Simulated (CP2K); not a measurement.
WC (Qusongite):

```
W C
1.0
     2.90650    0.00000    0.00000
    -1.45325    2.51710    0.00000
     0.00000    0.00000    2.83660
W C
1 1
Direct
  0.00000 0.00000 0.00000
  0.66667 0.33333 0.50000
```

Base run:

| Quantity | Value |
| --- | --- |
| Program | CP2K 2026.2 |
| Functional | PBE |
| Potentials or basis | POTENTIAL_UZH W GTH-SCAN-q14, C GTH-SCAN-q4; DZVP-MOLOPT-SR-GTH basis |
| Density cutoff | 6123 eV |
| k mesh | 10 × 10 × 9 |
| Occupations | fermi-dirac, width 0.05 eV |
| Spin | no spin polarisation |

Its results: band gap on the k mesh none (metal or under the smearing width); pressure -2.0 GPa.

Problem. The run is repeated on the same cell with these changes: potentials or basis from POTENTIAL_UZH W GTH-SCAN-q14, C GTH-SCAN-q4; DZVP-MOLOPT-SR-GTH basis to GTH_POTENTIALS W GTH-PBE-q14, C GTH-PBE-q4; DZVP-MOLOPT-SR-GTH basis; potentials from W GTH-SCAN-q14 of POTENTIAL_UZH, C GTH-SCAN-q4 of POTENTIAL_UZH to W GTH-PBE-q14 of GTH_POTENTIALS, C GTH-PBE-q4 of GTH_POTENTIALS. What comes out?

Solution. Band gap on the k mesh none (metal or under the smearing width); pressure 1.8 GPa.

Caveats: the basis of atomic orbitals isn't converged, which shifts pressures, moduli and gaps; the potentials were made for another functional, which shifts forces and pressure (some runs).

Not every run made on this cell is shown here.
